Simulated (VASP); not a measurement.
# Si (Fd-3m) in VASP: further runs, part 2 of 2

VASP 6.6.1.

### Step 3. Relaxation of cell and atoms, r2SCAN, target pressure 9 GPa, at which the enthalpy is minimised

File INCAR:

```
SYSTEM = Si
PREC = Accurate ; ENCUT = 600
EDIFF = 1E-6 ; ISMEAR = -1
SIGMA = 0.05 ; LREAL = .FALSE.
LASPH = .TRUE. ; NELM = 80
ALGO = Normal ; ISIF = 3
LWAVE = .FALSE. ; LCHARG = .FALSE.
METAGGA = R2SCAN ; LMIXTAU = .TRUE.
IBRION = 2 ; NSW = 60
EDIFFG = -0.02 ; PSTRESS = 90
```

File KPOINTS:

```
regular mesh
0
G
  11 11 11
  0 0 0
```

File POSCAR:

```
Si
1.0
    0.0000000000      2.7155000000      2.7155000000
    2.7155000000      0.0000000000      2.7155000000
    2.7155000000      2.7155000000      0.0000000000
Si
2
Direct
    0.0000000000      0.0000000000      0.0000000000
    0.2500000000      0.2500000000      0.2500000000
```

Potentials or basis: VASP PAW PBE potentials, release 64 (Si).

The run is started by

```
cat potpaw_PBE.64/Si/POTCAR > POTCAR
mpirun -np 1 vasp_std > vasp.out
```

OUTCAR:

```text
SYSTEM = Si
   PREC = Accurate
   ENCUT = 600
   EDIFF = 1E-6
   ISMEAR = -1
   LREAL = .FALSE.
   LASPH = .TRUE.
   NELM = 80
   ISIF = 3
   METAGGA = R2SCAN
   IBRION = 2
   NSW = 60
   EDIFFG = -0.02
   PSTRESS = 90

 ion  position               nearest neighbor table
   1  0.000  0.000  0.000-   2 2.35   2 2.35   2 2.35   2 2.35
   2  0.250  0.250  0.250-   1 2.35   1 2.35   1 2.35   1 2.35

  LATTYP: Found a face centered cubic cell.
 ALAT       =     5.4310000000

  Lattice vectors:

 A1 = (   0.0000000000,   2.7155000000,   2.7155000000)
 A2 = (   2.7155000000,   0.0000000000,   2.7155000000)
 A3 = (   2.7155000000,   2.7155000000,   0.0000000000)

Analysis of symmetry for initial positions (statically):
=====================================================================
 Subroutine PRICEL returns:
[... 179 lines left out ...]
 cond. band min:       6.5365373087   @ k =   0.4545   0.4545   0.0000
 fundamental gap:      0.8005735847
 Fermi energy:         6.1154991402

 k-point     1 :       0.0000    0.0000    0.0000
  band No.  band energies     occupation
      1      -6.7890      2.00000
      2       5.7360      1.99899
      3       5.7360      1.99899
      4       5.7360      1.99899
      5       8.4941      0.00000
      6       8.4941      0.00000
      7       8.4941      0.00000
      8       9.7227      0.00000
[... 328 lines left out ...]
--------------------------------------- Ionic step        3  -------------------------------------------

 number of electron       8.0000000 magnetization

 Free energy of the ion-electron system (eV)
  ---------------------------------------------------
  ext. energy  EPLUGINS =         0.00000000
  ---------------------------------------------------
  free energy    TOTEN  =       -17.47272194 eV

  energy without entropy =      -17.47271236  energy(sigma->0) =      -17.47271715

 E-fermi :   6.8096     XC(G=0): -10.1464

 val. band max:        6.4988463534   @ k =   0.0000   0.0000   0.0000
 cond. band min:       7.1568459047   @ k =   0.4545   0.4545   0.0000
 fundamental gap:      0.6579995513
 Fermi energy:         6.8096418400

 k-point     1 :       0.0000    0.0000    0.0000
  band No.  band energies     occupation
      1      -6.5593      2.00000
      2       6.4988      1.99601
      3       6.4988      1.99601
      4       6.4988      1.99601
      5       9.2869      0.00000
      6       9.2869      0.00000
      7       9.2869      0.00000
      8      11.4035      0.00000
[... 286 lines left out ...]
  energy  without entropy=      -17.4727123555  energy(sigma->0) =      -17.47271715

  enthalpy is  TOTEN    =       -15.3802147724 eV   P V=        2.0925071679

 reached required accuracy - stopping structural energy minimisation
```

CONTCAR:

```text
Si
   1.00000000000000
     0.0000000000000000    2.6507473986410246    2.6507473986410246
     2.6507473986410246    0.0000000000000000    2.6507473986410246
     2.6507473986410246    2.6507473986410246   -0.0000000000000000
  Si
     2
Direct
     0.0000000000000000    0.0000000000000000    0.0000000000000000
     0.2500000000000000    0.2500000000000000    0.2500000000000000

  0.00000000E+00  0.00000000E+00  0.00000000E+00
  0.00000000E+00  0.00000000E+00  0.00000000E+00
```

Wall time 2.3 min (1 thread of AMD EPYC 9R45 (Zen 5), shared host); peak memory 0.16 GiB.

Results:

| Quantity | Value |
| --- | --- |
| Free energy | -17.4727 eV |
| Relaxed volume | 18.63 Å³/atom |
| Relaxed cell | a = 3.749 Å, b = 3.749 Å, c = 3.749 Å, α = 60.00°, β = 60.00°, γ = 60.00° |
| Space group after relaxing (to 0.05 Å) | Fd-3m (No. 227) |
| Energy change on relaxing (the enthalpy is what falls) | +38.5 meV/atom |
| Ionic steps | 3 |
| Pressure after relaxing | 8.8 GPa |
| Band gap on the k mesh | 0.66 eV, indirect (least direct gap 2.79 eV) |

Step by step:
| step | energy change (eV) | largest force (eV/Å) | pressure (GPa) | volume (Å³) |
| --- | --- | --- | --- | --- |
| 1 | 0.0000 | 0.0000 | 0.50 | 40.05 |
| 2 | 0.3636 | 0.0000 | 22.16 | 34.20 |
| 3 | 0.0769 | 0.0000 | 8.85 | 37.25 |

Final structure:
```yaml
crystal:
  lattice:
    - [0.00000, 2.65075, 2.65075]
    - [2.65075, 0.00000, 2.65075]
    - [2.65075, 2.65075, 0.00000]
  atoms:
    - { symbol: Si, position: [0.00000, 0.00000, 0.00000] }
    - { symbol: Si, position: [0.25000, 0.25000, 0.25000] }
```

Levels at points of the mesh, in eV from the valence-band top:
```csv
k point,band 1,band 2,band 3,band 4,band 5,band 6,band 7,band 8
"(0.00, 0.00, 0.00)",-13.06,0.00,0.00,0.00,2.79,2.79,2.79,4.90
```

Caveat: the cell is relaxed towards a set pressure, so the enthalpy falls and the energy may rise; the PAW data sets were made with another functional, which shifts forces and pressure a little; an odd mesh through Γ misses points on the zone boundary, where band edges often lie. r2SCAN opens gaps a little over a GGA but as a rule still falls short of measured ones.

### Step 4. Relaxation of cell and atoms, r2SCAN, target pressure 12 GPa, at which the enthalpy is minimised

INCAR: that of step 3 with these lines changed.

```diff
@@ -9,2 +9,2 @@
 IBRION = 2 ; NSW = 60
-EDIFFG = -0.02 ; PSTRESS = 90
+EDIFFG = -0.02 ; PSTRESS = 120
```

KPOINTS is that of step 3.

POSCAR is that of step 3.

The run is started by

```
cat potpaw_PBE.64/Si/POTCAR > POTCAR
mpirun -np 1 vasp_std > vasp.out
```

Run time: 3 min. Hardware: 1 thread of AMD EPYC 9R45 (Zen 5), shared host; peak memory 0.16 GiB.

It converged, with:

```
Free energy                                            : -17.4191 eV
Relaxed volume                                         : 18.21 Å³/atom
Relaxed cell                                           : a = 3.721 Å, b = 3.721 Å, c = 3.721 Å, α = 60.00°, β = 60.00°, γ = 60.00°
Space group after relaxing (to 0.05 Å)                 : Fd-3m (No. 227)
Energy change on relaxing (the enthalpy is what falls) : +65.3 meV/atom
Ionic steps                                            : 4
Pressure after relaxing                                : 12.0 GPa
Band gap on the k mesh                                 : 0.61 eV, indirect (least direct gap 2.80 eV)
```

The path:
```tsv
step	energy change (eV)	largest force (eV/Å)	pressure (GPa)	volume (Å³)
1	0.0000	0.0000	0.50	40.05
2	0.6948	0.0000	33.68	32.28
3	0.1244	0.0000	11.63	36.51
4	0.1306	0.0000	11.97	36.42
```

Final structure:
```
Si
1.0
     0.00000    2.63093    2.63093
     2.63093    0.00000    2.63093
     2.63093    2.63093    0.00000
Si
2
Cartesian
  2.6309 5.2619 2.6309
  1.3155 1.3155 1.3155
```

Levels at points of the mesh, in eV from the valence-band top:
| k point | band 1 | band 2 | band 3 | band 4 | band 5 | band 6 | band 7 | band 8 |
| --- | --- | --- | --- | --- | --- | --- | --- | --- |
| (0.00, 0.00, 0.00) | -13.23 | 0.00 | 0.00 | 0.00 | 2.80 | 2.80 | 2.80 | 5.20 |

Caveat: the cell is relaxed towards a set pressure, so the enthalpy falls and the energy may rise; the PAW data sets were made with another functional, which shifts forces and pressure a little; an odd mesh through Γ misses points on the zone boundary, where band edges often lie.

### Step 5. Relaxation of cell and atoms, HSE06

POSCAR is that of step 4.

File INCAR.step1:

```
PREC = Accurate ; ENCUT = 600
EDIFF = 1E-5 ; ISMEAR = -1
SIGMA = 0.05 ; LREAL = F
LASPH = T ; NELM = 60
ALGO = Normal ; LWAVE = T
LCHARG = F ; PSTRESS = 0
GGA = PE ; KPAR = 2
```

File INCAR.step2:

```
PREC = Accurate ; ENCUT = 600
EDIFF = 1E-6 ; ISMEAR = -1
SIGMA = 0.05 ; LREAL = F
LASPH = T ; NELM = 60
ALGO = Normal ; ISIF = 3
LWAVE = F ; LCHARG = F
GGA = PE ; LHFCALC = T
HFSCREEN = 0.2 ; PRECFOCK = Fast
IBRION = 2 ; NSW = 60
EDIFFG = -0.01 ; PSTRESS = 0
ISTART = 1 ; KPAR = 2
```

File KPOINTS:

```
Automatic mesh
0
Gamma
  6 6 6
```

The run is started by

```
cat potpaw_PBE.64/Si/POTCAR > POTCAR
cp INCAR.step1 INCAR
mpirun -np 2 vasp_std > vasp.out
cp INCAR.step2 INCAR
mpirun -np 2 vasp_std > vasp.out
```

It took 3.3 min on 2 MPI ranks of Intel Xeon Platinum 8488C (Sapphire Rapids), shared host; peak memory 0.27 GiB.

The run converged. Its results:

* Free energy: -12.5675 eV
* Relaxed volume: 20.06 Å³/atom
* Relaxed cell: a = 3.843 Å, b = 3.843 Å, c = 3.843 Å, α = 60.00°, β = 60.00°, γ = 60.00°
* Space group after relaxing (to 0.05 Å): Fd-3m (No. 227)
* Energy gained by relaxing: 0.0 meV/atom
* Ionic steps: 3
* Pressure after relaxing: 0.0 GPa
* Band gap on the k mesh: 1.31 eV, indirect (least direct gap 3.34 eV)

Final structure:
```
Si
1.0
     0.00000    2.71718    2.71718
     2.71718    0.00000    2.71718
     2.71718    2.71718    0.00000
Si
2
Cartesian
  0.0000 0.0000 0.0000
  1.3586 1.3586 1.3586
```

Levels at points of the mesh, in eV from the valence-band top:
```tsv
k point	band 2	band 3	band 4	band 5	band 6	band 7
(0.00, 0.00, 0.00)	0.00	0.00	0.00	3.34	3.34	3.34
(0.50, 0.00, 0.00)	-7.71	-1.31	-1.31	2.25	4.16	4.16
(0.50, 0.50, 0.00)	-8.67	-3.13	-3.13	1.31	1.31	11.49
```

Caveat: the PAW data sets were made with another functional, which shifts forces and pressure a little.

### Step 6. The runs side by side

```tsv
level	cell	k mesh	P gpa	target pressure	grid for exact exchange (PRECFOCK)	screening parameter	gap on the mesh (eV)	pressure (GPa)
r2SCAN	relaxed to 6 GPa	11 × 11 × 11	6	6 GPa	-	-	0.70	6.0
r2SCAN	relaxed to 9 GPa	11 × 11 × 11	9	9 GPa	-	-	0.66	8.8
r2SCAN	relaxed to 12 GPa	11 × 11 × 11	12	12 GPa	-	-	0.61	12.0
HSE06	relaxed	6 × 6 × 6	0	-	Fast	0.2 1/A	1.31	0.0
```

Alike in all rows: task relaxation of cell and atoms; potentials or basis VASP PAW PBE potentials, release 64 (Si); no spin polarisation; cutoff (eV) 600; smearing fermi-dirac 0.05 eV.

Caveats: the PAW data sets were made with another functional, which shifts forces and pressure a little; the cell is relaxed towards a set pressure, so the enthalpy falls and the energy may rise (some runs); an odd mesh through Γ misses points on the zone boundary, where band edges often lie (some runs).

Total energies depend on the potentials used, so only differences within one code and one set of settings carry meaning.
